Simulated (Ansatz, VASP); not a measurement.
# One calculation of Co, two programs

```
Co
1.0
     2.49710    0.00000    0.00000
    -1.24855    2.16255    0.00000
     0.00000    0.00000    3.94072
Co
2
Cartesian
  1.2485 0.7208 2.9555
  0.0000 1.4417 0.9852
```

Change from the starting cell: strain_z_fixed_volume = -0.02.

Alike in both runs: task single point; functional PBEsol; k mesh 12 × 12 × 7; occupations fermi-dirac, width 0.05 eV; collinear spin.

```csv
,VASP,Ansatz
version,VASP 6.6.1,Ansatz 0.2.0
potentials or method,"VASP PAW PBE potentials, release 64 (Co), cutoff 520 eV","all-electron LAPW, scalar-relativistic"
```

Ansatz gave:

| Quantity | Value |
| --- | --- |
| gap on the k mesh at the Fermi level (eV) | none |
| pressure (GPa) | -5.7 |
| largest component of the traceless stress (GPa) | 4.38 |
| net moment per atom (μB) | 1.60 |
| size of the moment on the site where the two differ most (μB) | 1.65 |

Task: Which values does VASP return?

Result: gap on the k mesh at the Fermi level (eV): none; pressure (GPa): -6.3; largest component of the traceless stress (GPa): 4.17; net moment per atom (μB): 1.59; size of the moment on the site where the two differ most (μB): 1.60.

Site moments also hang on the region over which each program counts them. A gap of «none» marks a metal or a gap that the smearing closes. Ansatz ran all-electron here, so the differences hold the error of VASP's frozen core and of both bases.

Caveats: the PAW data sets were made with another functional, which shifts forces and pressure a little (VASP).
